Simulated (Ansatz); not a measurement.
# MgS (h-MgO type) under strain

MgS built on the h-MgO prototype, relaxed with r2SCAN in the PAW code Ansatz. It is hexagonal, P6_3/mmc (No. 194); a = 4.296 Å, c = 5.285 Å in the conventional setting, 21.11 Å³ an atom. Mg has 5 S at 2.48–2.64 Å; S has 5 Mg at 2.48–2.64 Å.

The axes x, y and z are those of this cell:
```
Mg S
1.0
     4.29554    0.00000    0.00000
    -2.14777    3.72005    0.00000
     0.00000    0.00000    5.28509
Mg S
2 2
Direct
  0.33333 0.66667 0.25000
  0.66667 0.33333 0.75000
  0.66667 0.33333 0.25000
  0.33333 0.66667 0.75000
```

Unstrained: PBE gives a direct gap of 3.003 eV at Γ. The r2SCAN gap is direct at Γ: 3.647 eV. HSE06 gives a direct gap of 4.003 eV at Γ. Meshes: PBE 12×12×6, r2SCAN 12×12×6, HSE06 6×6×4. Strains are changes of length per length. After each strain the atoms were relaxed again with r2SCAN within the symmetry that the strain leaves, so tilts or polar shifts that break it weren't tested; points keep the names that they have in the unstrained zone. Simulation only: spin-unpolarised, and no claim that this is the phase found in nature.

Changes of the least gap in eV (an overlap counts as a negative gap):
```
                                                       strain  volume change (%)  space group     PBE  r2SCAN   HSE06  energy rise, r2SCAN (meV/atom)
                                     uniaxial +2.59 % along x               +2.6         Cmcm  -0.081  -0.085  -0.085                             3.9
epitaxial -4.92 % in the xy plane, free normal strain +3.68 %               -6.3     P6_3/mmc  +0.138  +0.172  +0.144                            52.6
```

Uniaxial +2.59 % along x, other directions held. HSE06: the gap goes from 4.003 to 3.918 eV (-0.085 eV); with r2SCAN the top three valence levels at Γ, grouped 1+2 from the top over 918 meV, become 1+1+1 over 841 meV. Stress change with r2SCAN, compression positive: xx -2.22, yy -1.63, zz -0.97 GPa.

Epitaxial -4.92 % in the xy plane, free normal strain +3.68 %. HSE06: the gap goes from 4.003 to 4.147 eV (+0.144 eV); with r2SCAN the top three valence levels at Γ, grouped 1+2 from the top over 918 meV, become 1+2 over 1294 meV. Stress change with r2SCAN, compression positive: xx +9.17, yy +9.17, zz +0.01 GPa.

The meshes of the hybrids are coarse, so their gaps aren't converged to the digits shown.

The splittings at Γ are without spin-orbit coupling, which regroups them where it is of like size or larger.
